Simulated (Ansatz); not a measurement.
Here is an Ansatz 0.2.0 calculation.

input.yaml

```yaml
crystal:
  lattice:
    - [2.7663873939, 0.0, 0.0]
    - [-1.3831936969, 2.3957617598, 0.0]
    - [0.0, 0.0, 8.93884516]
  atoms:
    - { symbol: Re, position: [0.6666666667, 0.3333333333, 0.75] }
    - { symbol: Re, position: [0.0, 0.0, 0.5] }
    - { symbol: Re, position: [0.3333333333, 0.6666666667, 0.25] }
    - { symbol: Re, position: [0.0, 0.0, 0.0] }
hamiltonian:
  xc: pbesol
  pseudopotentials: { kind: paw_fr }
magnetization:
  noncollinear: true
  spin_orbit: true
kpoints:
  mp_grid: { grid: [8, 8, 3] }
  band_path:
    path:
      - [[0.0, 0.0, 0.0], [0.5, 0.0, 0.0], [0.3333333333, 0.3333333333, 0.0], [0.0, 0.0, 0.0], [0.0, 0.0, 0.5], [0.5, 0.0, 0.5], [0.3333333333, 0.3333333333, 0.5], [0.0, 0.0, 0.5]]
      - [[0.5, 0.0, 0.5], [0.5, 0.0, 0.0]]
      - [[0.3333333333, 0.3333333333, 0.0], [0.3333333333, 0.3333333333, 0.5]]
    npoints: 14
scf:
  occupations: { method: fermi_dirac, width: 0.05 }
  n_extra_bands: 10
output:
  forces: true
  stress: true
  eigenvalues: true
  fatbands: true
  write_density: true
  write_potential: true
  elf: true
  volumetric_format: npy
```

Potentials or basis: Ansatz PAW.

Run with:

```bash
$ ansatz run input.yaml --threads 2 --pin off --max-ram 5632MiB --backend cpu --events-out ev --progress --plain --runs-dir out
```

Estimate the band gap on the k mesh.

none (metal or under the smearing width).

Predict the pressure.

-5.7 GPa.

Stress tensor (GPa, compression positive):
```
-5.39  0.00  0.00
 0.00 -5.39  0.00
 0.00  0.00 -6.40
```

Caveat: the PAW data sets come from PBE, with cores solved anew for the run's functional, which leaves a small shift of forces and pressure.
